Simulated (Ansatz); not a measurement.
## Fluorite SrF2

Calculation: r²SCANh in Ansatz (PAW).

Settings: plane-wave cutoff 520 eV, 8×8×8 k mesh, Fermi–Dirac smearing 0.01 eV, scalar-relativistic PAW data made under PBE.

Cell: relaxed at this level.

- equilibrium volume per atom = 16.10 Å³/atom
- bulk modulus B0 = 75.2 GPa
- equilibrium lattice constant a = 5.781 Å
- band gap = 8.64 eV (on the SCF k mesh)
- smallest direct gap on the k points sampled = 8.74 eV
- pressure derivative B′ of the bulk modulus = 4.7

Measured, for comparison: band gap 11.1 eV (temperature not stated, not corrected to a static lattice; as tabulated in Aguado et al. (1999), arXiv:cond-mat/9901145); bulk modulus 69 GPa (temperature not stated, not corrected to a static lattice; as tabulated in On the Morphology of Group II Metal Fluoride Nanocrystals at Finite Temperature …). Computed (rounded) less measured: bulk modulus +9 %. A static lattice is as a rule a little smaller and stiffer than an uncorrected measurement, which narrows the difference in the bulk modulus and would widen misses of the other sign.

Spin–orbit coupling is not included.

Computed values are for the static lattice.

It cost roughly 17 core-minutes of CPU time.

Ansatz is a quantum-chemistry and plane-wave program.
